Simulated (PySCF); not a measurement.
**Continuum solvent and chemical shifts**

Atoms are numbered as in `[CH:1]1=[CH:2][C@H:3]2[CH2:4][CH2:5][C@@H:6]1[CH2:7]2` (H(Xn): hydrogen on atom n). Ha(C4), Ha(C5) are cis to C1 on the ring; Ha(C7) is cis to C4 on the ring; Hb(C4), Hb(C5) are trans to C1 on the ring; Hb(C7) is trans to C4 on the ring.

GIAO PBE0/pcSseg-1 in PySCF 2.14.0 with density-fitted response routines on one PBE0-D3(BJ)/def2-SVP conformer, non-relativistic, equivalent nuclei averaged. Solvents enter as an IEF-PCM continuum (chloroform with ε = 4.7, tetrahydrofuran with ε = 7.4, acetone with ε = 20.5) around the gas-phase geometry. Shifts are referred to TMS computed in the same medium.

Gas phase, δ in ppm: C1/C2 145.6, C7 51.8, C3/C6 44.6, C4/C5 27.0, H(C1)/H(C2) 6.27, H(C3)/H(C6) 2.64, Hb(C4)/Hb(C5) 1.61, Hb(C7) 1.27, Ha(C7) 0.95, Ha(C4)/Ha(C5) 0.91. Dipole moment 0.36 D.

Q: How does each δ change in the continuum?

A: 
```csv
atoms,environment,"Δδ, chloroform","Δδ, tetrahydrofuran","Δδ, acetone"
C1/C2,alkene CH,+1.2,+1.4,+1.7
C7,sp3 CH2 in a ring,+0.5,+0.5,+0.7
C3/C6,allylic sp3 CH,+0.6,+0.7,+0.8
C4/C5,sp3 CH2 in a ring,+0.3,+0.4,+0.4
H(C1)/H(C2),hydrogen on an alkene CH,+0.10,+0.11,+0.13
H(C3)/H(C6),hydrogen on an allylic sp3 CH,+0.06,+0.07,+0.09
Hb(C4)/Hb(C5),hydrogen on an sp3 CH2 in a ring,+0.05,+0.06,+0.07
Hb(C7),hydrogen on an sp3 CH2 in a ring,-0.08,-0.09,-0.12
Ha(C7),hydrogen on an sp3 CH2 in a ring,+0.05,+0.06,+0.08
Ha(C4)/Ha(C5),hydrogen on an sp3 CH2 in a ring,-0.03,-0.03,-0.04
```

Changes are relative to the gas phase. The dipole moment becomes 0.49 D in chloroform, 0.51 D in tetrahydrofuran, 0.55 D in acetone.

Q: Which of the listed nuclei move most (in ppm), and what does the model miss?

A: C1/C2 (alkene CH, +1.7 ppm) in acetone. A continuum only polarises the solute; specific hydrogen bonds, the anisotropy of aromatic solvents and changes of geometry or conformer are outside it.
